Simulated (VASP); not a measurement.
# Os (P6_3/mmc) in VASP: further runs, part 2 of 2

VASP 6.6.1. The steps go on from the part before.

## (3) Relaxation of cell and atoms, PBE

Input file INCAR:

```
  ALGO = Normal
  EDIFF = 1E-6
  EDIFFG = -0.005
  ENCUT = 580
  GGA = PE
  IBRION = 2
  ISIF = 3
  ISMEAR = -1
  LASPH = T
  LCHARG = F
  LREAL = F
  LWAVE = F
  NELM = 60
  NSW = 40
  PREC = Accurate
  SIGMA = 0.05
```

Input file KPOINTS:

```
k-points
0
Gamma
  11 11 6
```

Input file POSCAR:

```
Os
1.0
    2.7341000000      0.0000000000      0.0000000000
   -1.3670500000      2.3678000565      0.0000000000
    0.0000000000      0.0000000000      4.3197000000
Os
2
Direct
    0.6666666667      0.3333333333      0.7500000000
    0.3333333333      0.6666666667      0.2500000000
```

Potentials or basis: VASP PAW PBE potentials, release 54 (Os).

On the command line:

```sh
$ cat potpaw_PBE.54/Os/POTCAR > POTCAR
$ mpirun -np 1 vasp_std > vasp.out
```

OUTCAR:

```text
EDIFF = 1E-6
   EDIFFG = -0.005
   ENCUT = 580
   GGA = PE
   IBRION = 2
   ISIF = 3
   ISMEAR = -1
   LASPH = T
   LREAL = F
   NELM = 60
   NSW = 40
   PREC = Accurate

 ion  position               nearest neighbor table
   1  0.667  0.333  0.750-   2 2.68   2 2.68   2 2.68   2 2.68   2 2.68   2 2.68
   2  0.333  0.667  0.250-   1 2.68   1 2.68   1 2.68   1 2.68   1 2.68   1 2.68

  LATTYP: Found a hexagonal cell.
 ALAT       =     2.7341000000
 C/A-ratio  =     1.5799348963

  Lattice vectors:

 A1 = (   2.7341000000,   0.0000000000,   0.0000000000)
 A2 = (  -1.3670500000,   2.3678000565,   0.0000000000)
 A3 = (   0.0000000000,   0.0000000000,   4.3197000000)

Analysis of symmetry for initial positions (statically):
=====================================================================
 Subroutine PRICEL returns:
 Original cell was already a primitive cell.

 Routine SETGRP: Setting up the symmetry group for a
 hexagonal supercell.

 Subroutine GETGRP returns: Found 24 space group operations
 (whereof 12 operations were pure point group operations)
 out of a pool of 24 trial point group operations.

The static configuration has the point symmetry D_3d.
 The point group associated with its full space group is D_6h.

Analysis of symmetry for dynamics (positions and initial velocities):
=====================================================================
 Subroutine PRICEL returns:
 Original cell was already a primitive cell.

 Routine SETGRP: Setting up the symmetry group for a
 hexagonal supercell.

 Subroutine GETGRP returns: Found 24 space group operations
 (whereof 12 operations were pure point group operations)
 out of a pool of 24 trial point group operations.

The dynamic configuration has the point symmetry D_3d.
 The point group associated with its full space group is D_6h.

 Subroutine INISYM returns: Found 24 space group operations
 (whereof 12 operations are pure point group operations),
 and found     1 'primitive' translations

----------------------------------------------------------------------------------------

                                     Primitive cell

  volume of cell :      27.9649

  direct lattice vectors                    reciprocal lattice vectors
     2.734100000  0.000000000  0.000000000     0.365751070  0.211166479  0.000000000
    -1.367050000  2.367800057  0.000000000     0.000000000  0.422332957  0.000000000
     0.000000000  0.000000000  4.319700000     0.000000000  0.000000000  0.231497558

  length of vectors
     2.734100000  2.734100000  4.319700000     0.422332957  0.422332957  0.231497558

  position of ions in fractional coordinates (direct lattice)
     0.666666667  0.333333333  0.750000000
     0.333333333  0.666666667  0.250000000

  ion indices of the primitive-cell ions
   primitive index   ion index
                 1           1
                 2           2

----------------------------------------------------------------------------------------

 KPOINTS: k-points

Automatic generation of k-mesh.
 Grid dimensions read from file:
 generate k-points for:   11   11    6

 Generating k-lattice:

[... 53 lines left out ...]
   ISTART =      0    job   : 0-new  1-cont  2-samecut
   ICHARG =      2    charge: 1-file 2-atom 10-const
   ISPIN  =      1    spin polarized calculation?
   LNONCOLLINEAR =      F non collinear calculations
   LSORBIT =      F    spin-orbit coupling
   LASPH  =      T    aspherical Exc in radial PAW
   ENCUT  =  580.0 eV  42.63 Ry    6.53 a.u.   5.37  5.37  8.48*2*pi/ulx,y,z
   NELM   =     60;   NELMIN=  2; NELMDL= -5     # of ELM steps
   EDIFF  = 0.1E-05   stopping-criterion for ELM
   LREAL  =      F    real-space projection
   EDIFFG = -.5E-02   stopping-criterion for IOM
   NSW    =     40    number of steps for IOM
   IBRION =      2    ionic relax: 0-MD 1-quasi-New 2-CG
   NFREE  =      1    steps in history (QN), initial steepest desc. (CG)
   ISIF   =      3    stress and relaxation
   ISYM   =      2    0-nonsym 1-usesym 2-fastsym
   POTIM  = 0.5000    time-step for ionic-motion
   TEBEG  =    0.0;   TEEND  =   0.0 temperature during run
   PSTRESS=    0.0 pullay stress
   NELECT =      16.0000    total number of electrons
   NUPDOWN=      -1.0000    fix difference up-down
   EMIN   =  10.00;   EMAX   =-10.00  energy-range for DOS
   EFERMI =   0.00;   METHOD = LEGACY
   ISMEAR =    -1;   SIGMA  =   0.05  broadening in eV -4-tet -1-fermi 0-gaus
   EFERMI_NEDOS =   21; number of points for ismear=-14 and -15
   IALGO  =     38    algorithm
   IMIX   =      4    mixing-type and parameters
     AMIX     =   0.40;   BMIX     =  1.00
     AMIX_MAG =   1.60;   BMIX_MAG =  1.00
  volume/ion in A,a.u.               =      13.98        94.36
  Fermi-wavevector in a.u.,A,eV,Ry     =   1.359076  2.568282 25.131161  1.847088
  Thomas-Fermi vector in A             =   2.485855
   LORBIT       =      0    0 simple, 1 ext, 2 COOP (PROOUT), +10 PAW based schemes
   GGA     = PE    functional components
   LHFCALC =     F    Hartree Fock is set to
   AEXX    =    0.0000 exact exchange contribution
   IVDW    =     0    specifies the selected vdW correction
   LEPSILON=     F    determine dielectric tensor
   LRPA    =     F    only Hartree local field effects (RPA)
 conjugate gradient relaxation of ions
 non-spin polarized calculation
  energy-cutoff  :      580.00
  volume of cell :       27.96
 maximum number of plane-waves:       911
 NGX is ok and might be reduce to    24
   NGX = 11   NGY = 11   NGZ = 17

--------------------------------------- Ionic step        1  -------------------------------------------

 number of electron      16.0000001 magnetization

 Free energy of the ion-electron system (eV)
  ---------------------------------------------------
  ext. energy  EPLUGINS =         0.00000000
  ---------------------------------------------------
  free energy    TOTEN  =       -22.47478147 eV

  energy without entropy =      -22.46159931  energy(sigma->0) =      -22.46819039

------------------------ aborting loop because EDIFF is reached ----------------------------------------

  FORCE on cell =-STRESS in cart. coord.  units (eV):
  Direction    XX          YY          ZZ          XY          YZ          ZX
  --------------------------------------------------------------------------------------
  -------------------------------------------------------------------------------------
  Total        1.5479175      1.5479175      1.5958912      0.0000000     -0.0000000      0.0000000
  in kB       88.6840220     88.6840220     91.4325568      0.0000000     -0.0000000      0.0000000
  external PRESSURE =      89.6002003 kB  Pullay stress =       0.0000000 kB
[... 275 lines left out ...]
--------------------------------------- Ionic step        9  -------------------------------------------

 number of electron      16.0000000 magnetization

 Free energy of the ion-electron system (eV)
  ---------------------------------------------------
  ext. energy  EPLUGINS =         0.00000000
  ---------------------------------------------------
  free energy    TOTEN  =       -22.49092397 eV

  energy without entropy =      -22.47728326  energy(sigma->0) =      -22.48410362

 E-fermi :   9.1155     XC(G=0): -13.9392

 val. band max:        9.0902074565   @ k =   0.0909   0.0000   0.3333
 cond. band min:       9.1737055495   @ k =   0.3636   0.0909   0.3333
 fundamental gap:      0.0834980931
 Fermi energy:         9.1155301931

 k-point     1 :       0.0000    0.0000    0.0000
  band No.  band energies     occupation
      1      -1.5988      2.00000
      2       1.5624      2.00000
      3       6.2000      2.00000
      4       6.2000      2.00000
      5       6.4481      2.00000
      6       7.0154      2.00000
      7       7.0154      2.00000
      8       7.6369      2.00000
      9       7.6369      2.00000
     10       9.1891      0.37353
     11      10.7958      0.00000
     12      10.7958      0.00000
[... 331 lines left out ...]
 k-point    24 :       0.1818    0.0909    0.1667
  band No.  band energies     occupation
      1       0.6633      2.00000
      2       3.1333      2.00000
      3       4.5140      2.00000
      4       4.7353      2.00000
      5       5.9599      2.00000
      6       6.5550      2.00000
      7       7.1098      2.00000
      8       8.0419      2.00000
      9       8.6311      1.99988
     10       8.9973      1.82816
     11      11.2153      0.00000
     12      14.5493      0.00000

 [... further k-points ...]

------------------------ aborting loop because EDIFF is reached ----------------------------------------

  FORCE on cell =-STRESS in cart. coord.  units (eV):
  Direction    XX          YY          ZZ          XY          YZ          ZX
  --------------------------------------------------------------------------------------
  -------------------------------------------------------------------------------------
  Total        0.0033003      0.0033003      0.0035009      0.0000000      0.0000000      0.0000000
  in kB        0.1851682      0.1851682      0.1964194      0.0000000      0.0000000      0.0000000
  external PRESSURE =       0.1889186 kB  Pullay stress =       0.0000000 kB
[... 17 lines left out ...]
  FREE ENERGIE OF THE ION-ELECTRON SYSTEM (eV)
  ---------------------------------------------------
  free  energy   TOTEN  =       -22.4909239718 eV

  energy  without entropy=      -22.4772832611  energy(sigma->0) =      -22.48410362

 reached required accuracy - stopping structural energy minimisation
```

CONTCAR:

```text
Os
   1.00000000000000
     2.7537789037473002   -0.0000000000000000   -0.0000000000000000
    -1.3768894518736501    2.3848424870640712   -0.0000000000000000
     0.0000000000000000   -0.0000000000000000    4.3482357635536601
  Os
     2
Direct
     0.6666666667000030    0.3333333332999970    0.7500000000000000
     0.3333333332999970    0.6666666667000030    0.2500000000000000

  0.00000000E+00  0.00000000E+00  0.00000000E+00
  0.00000000E+00  0.00000000E+00  0.00000000E+00
```

Run time: 2.5 min. Hardware: 1 thread of Intel Xeon Platinum 8259CL at 2.50GHz (Skylake/Cascade Lake), shared host; peak memory 0.18 GiB.

Results:

```
Free energy                            : -22.4909 eV
Relaxed volume                         : 14.28 Å³/atom
Relaxed cell                           : a = 2.754 Å, b = 2.754 Å, c = 4.348 Å, α = 90.00°, β = 90.00°, γ = 120.00°
Space group after relaxing (to 0.05 Å) : P6_3/mmc (No. 194)
Energy gained by relaxing              : 8.1 meV/atom
Ionic steps                            : 9
Pressure after relaxing                : 0.0 GPa
Band gap on the k mesh                 : none (metal or under the smearing width)
```

Step by step:
| step | energy change (eV) | largest force (eV/Å) | pressure (GPa) | volume (Å³) |
| --- | --- | --- | --- | --- |
| 1 | 0.0000 | 0.0000 | 8.96 | 27.96 |
| 2 | 0.2535 | 0.0000 | -29.26 | 31.25 |
| 3 | -0.0161 | 0.0000 | -0.36 | 28.58 |
| 4 | -0.0161 | 0.0000 | -0.01 | 28.56 |
| 5 | -0.0161 | 0.0000 | 0.17 | 28.55 |
| 6 | -0.0161 | 0.0000 | 0.14 | 28.55 |
| 7 | -0.0161 | 0.0000 | 0.16 | 28.55 |
| 8 | -0.0161 | 0.0000 | -0.46 | 28.59 |
| 9 | -0.0161 | 0.0000 | 0.02 | 28.56 |

Final structure:
```yaml
crystal:
  lattice:
    - [2.75378, 0.00000, 0.00000]
    - [-1.37689, 2.38484, 0.00000]
    - [0.00000, 0.00000, 4.34824]
  atoms:
    - { symbol: Os, position: [0.66667, 0.33333, 0.75000] }
    - { symbol: Os, position: [0.33333, 0.66667, 0.25000] }
```

Levels at points of the mesh, in eV from the Fermi level:
```
           k point  band 6  band 7  band 8  band 9  band 10  band 11
(0.00, 0.00, 0.00)   -2.10   -2.10   -1.48   -1.48     0.07     1.68
(0.00, 0.00, 0.50)   -3.11   -3.11   -3.11    0.91     0.91     0.91
```
